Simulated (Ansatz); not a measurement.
TaS2: one input, then a changed one

The structure comes from a relaxation in the same program, started in the CdI2 type, and has space group P-3m1. Whether it is a known phase or the ground state wasn't checked.

First run: DFT, PBE, all-electron LAPW, scalar-relativistic (Ansatz 0.2.0).

Command: `ansatz run input.yaml --threads 1 --pin off --max-ram 3072MiB --backend cpu --events-out ev --progress --plain --runs-dir out` The run took about 40 s on 1 thread of a shared machine.

```yaml
crystal:
  lattice:
    - [3.379476794, 0.0, 0.0]
    - [-1.689738397, 2.9267127552, 0.0]
    - [0.0, 0.0, 6.7852631389]
  atoms:
    - { symbol: Ta, position: [0.0, 0.0, 0.0] }
    - { symbol: S, position: [0.3333333333, 0.6666666667, 0.2258086493] }
    - { symbol: S, position: [0.6666666667, 0.3333333333, 0.7741913507] }
kpoints:
  mp_grid: { grid: [12, 12, 7] }
  band_path:
    path:
      - [0.0, 0.0, 0.0]
      - [0.5, 0.0, 0.0]
      - [0.3333333333, 0.3333333333, 0.0]
      - [0.0, 0.0, 0.0]
      - [0.0, 0.0, 0.5]
      - [0.5, 0.0, 0.5]
      - [0.3333333333, 0.3333333333, 0.5]
      - [0.0, 0.0, 0.5]
      - [0.5, 0.0, 0.5]
    npoints: 8
scf:
  occupations: { method: fermi_dirac, width: 0.08 }
hamiltonian:
  xc: pbe
  pseudopotentials: { kind: all_electron, lapw: { basis_error: 0.001 } }
output:
  forces: true
  stress: true
  eigenvalues: true
  populations: true
  dos: { projected: true, de: 0.2, e_range: [-14, 8] }
```

Result: converged; pressure 0.06 GPa; largest force 0.003 eV/Å; 8 SCF iterations.

Spin polarisation is left out, and whether a magnetic state lies lower isn't shown here.

Spin–orbit coupling is left out, though it moves levels of the heavy atoms by tenths of an eV or more.

The input is then changed:

```diff
@@ -24,7 +24,9 @@
 scf:
   occupations: { method: fermi_dirac, width: 0.08 }
+  mixing: { preconditioner: local_kerker }
 hamiltonian:
   xc: pbe
   pseudopotentials: { kind: all_electron, lapw: { basis_error: 0.001 } }
+  dispersion: d4
 output:
   forces: true
@@ -32,4 +34,3 @@
   eigenvalues: true
   populations: true
-  dos: { projected: true, de: 0.2, e_range: [-14, 8] }
```

Q: Predict the outcome of the changed run.

A: It converged; pressure -1.92 GPa; largest force 0.015 eV/Å; 9 SCF iterations.
